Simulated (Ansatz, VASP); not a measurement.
# One calculation of Pd, two programs

INCAR

```
SYSTEM = Pd
  PREC = Accurate
  ENCUT = 520
  EDIFF = 1E-7
  ISMEAR = -1
  SIGMA = 0.05
  LREAL = .FALSE.
  LASPH = .TRUE.
  NELM = 60
  ALGO = Normal
  ISIF = 2
  LWAVE = .FALSE.
  LCHARG = .FALSE.
  GGA = RP
  NBANDS = 11
```

Contents of KPOINTS:

```
regular mesh
0
G
  12 12 12
  0 0 0
```

POSCAR

```
Pd
1.0
    0.0000000000      1.9465000000      1.9465000000
    1.9465000000      0.0000000000      1.9465000000
    1.9465000000      1.9465000000      0.0000000000
Pd
1
Direct
    0.0000000000      0.0000000000      0.0000000000
```

The input input.yaml:

```yaml
crystal:
  lattice:
    - [0.0, 1.9465, 1.9465]
    - [1.9465, 0.0, 1.9465]
    - [1.9465, 1.9465, 0.0]
  atoms:
    - { symbol: Pd, position: [0.0, 0.0, 0.0] }
kpoints:
  mp_grid: { grid: [12, 12, 12] }
  band_path:
    path:
      - [0.0, 0.0, 0.0]
      - [0.5, 0.0, 0.5]
      - [0.5, 0.25, 0.75]
      - [0.375, 0.375, 0.75]
      - [0.0, 0.0, 0.0]
      - [0.5, 0.5, 0.5]
      - [0.625, 0.25, 0.625]
      - [0.5, 0.25, 0.75]
    npoints: 10
scf:
  occupations: { method: fermi_dirac, width: 0.05 }
hamiltonian:
  xc: rpbe
  pseudopotentials: { kind: all_electron, lapw: { basis_error: 0.001 } }
output:
  forces: true
  stress: true
  eigenvalues: true
```

Alike in both runs: functional RPBE; k mesh 12 × 12 × 12; occupations fermi-dirac, width 0.05 eV; no spin polarisation.

|  | VASP | Ansatz |
| --- | --- | --- |
| version | VASP 6.6.1 | Ansatz 0.2.0 |
| potentials or method | VASP PAW PBE potentials, release 64 (Pd) | all-electron LAPW, scalar-relativistic |
| plane-wave cutoff (eV) | 520 | see its input |
| task | single point | band structure |

```tsv
	VASP	Ansatz	Ansatz less VASP
gap on the k mesh at the Fermi level (eV)	none	none	-
pressure (GPa)	11.4	11.6	+0.20
```

A gap of «none» marks a metal or a gap that the smearing closes. Ansatz ran all-electron here, so the differences hold the error of VASP's frozen core and of both bases.

Caveats: the PAW data sets were made with another functional, which shifts forces and pressure a little (VASP).
